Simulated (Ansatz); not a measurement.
# Mo: the cost of one run

Program: Ansatz 0.2.0. Level of theory: DFT PBE, scalar-relativistic, plane waves, PAW. These are calculated values, not measurements.

3 further runs of the same task are left out: 1 that didn't finish, 2 set aside as unsound or not needed.

### Step 1. The system as given

Symmetry: Im-3m, No. 229, cubic system. Conventional cell: a = 3.160 Å, b = 3.160 Å, c = 3.160 Å, α = 90.00°, β = 90.00°, γ = 90.00°. Mo (site symmetry m-3m) is surrounded by 8 Mo at 2.74 Å.

Coordinates:

```xyz
1
Lattice="-1.5802 1.5802 1.5802 1.5802 -1.5802 1.5802 1.5802 1.5802 -1.5802" Properties=species:S:1:pos:R:3 pbc="T T T"
Mo    0.0000    0.0000    0.0000
```

It is the result of an earlier relaxation at this level (volume 15.78 Å³/atom; gap on the mesh: none (metal)).

### Step 2. Bands, states and charges

input.yaml

```yaml
crystal:
  lattice:
    - [-1.5802206811, 1.5802206811, 1.5802206811]
    - [1.5802206811, -1.5802206811, 1.5802206811]
    - [1.5802206811, 1.5802206811, -1.5802206811]
  atoms:
    - { symbol: Mo, position: [0.0, 0.0, 0.0] }
basis:
  ecutwfc: 420
kpoints:
  mp_grid: { grid: [18, 18, 18] }
  band_path:
    path:
      - [[0.0, 0.0, 0.0], [0.5, -0.5, 0.5], [0.0, 0.0, 0.5], [0.0, 0.0, 0.0], [0.25, 0.25, 0.25], [0.5, -0.5, 0.5]]
      - [[0.25, 0.25, 0.25], [0.0, 0.0, 0.5]]
    npoints: 14
hamiltonian:
  xc: pbe
scf:
  occupations: { method: gaussian, width: 0.1 }
  n_extra_bands: 6
output:
  forces: true
  stress: true
  eigenvalues: true
  populations: true
  dos: { projected: true, de: 0.02, nscf_kmesh: { grid: [27, 27, 27] } }
  bader: true
```

On the command line:

```console
$ ansatz run input.yaml --threads 1 --pin off --max-ram 2560MiB --backend cpu --events-out ev --progress --plain --runs-dir out
```

**Question.** How long does this run take on 1 thread of Arm Neoverse V1, shared host, and how much memory does it need?

About 13 s, with a peak of 0.31 GiB.
